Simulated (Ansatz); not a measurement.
Bands of H

```xyz
2
Lattice="1.9323 0.0000 0.0000 -0.9661 1.6734 0.0000 0.0000 0.0000 1.9047" Properties=species:S:1:pos:R:3 pbc="T T T"
H     0.0000    1.1156    0.4762
H     0.9661    0.5578    1.4285
```

Atom numbers follow the list: H1, H2.

The structure comes from a relaxation in the same program, started in the hcp type, and has space group P6_3/mmc. Whether it is a known phase or the ground state wasn't checked.

Theory: DFT, PBE, all-electron LAPW, scalar-relativistic (Ansatz 0.2.0).

Sampling and basis: a Γ-centred 17×17×9 k mesh, Fermi–Dirac smearing of 0.05 eV, basis error target 0.5 meV/atom, no spin polarisation; the mesh is coarse along some axis.

Points in fractions of the reciprocal vectors of this cell: Γ (0, 0, 0), M (0.5, 0, 0), K (0.333, 0.333, 0), A (0, 0, 0.5), L (0.5, 0, 0.5), H (0.333, 0.333, 0.5). The path joins them by straight lines in the order Γ–M–K–Γ–A–L–H–A–L; legs that retrace an earlier one aren't tabulated. Energies are in eV from the Fermi level.

(1) Is there a gap?

(2) List the levels between -14 and 8 eV at the symmetry points.

Results:

(1) none: bands cross the Fermi level, a metal.

(2) 
Γ: none in this range
M: -5.40, -1.11
K: -1.23 (×2), 7.32
A: -6.22 (×2)
L: 2.84 (×2)
H: 4.71 (×2)
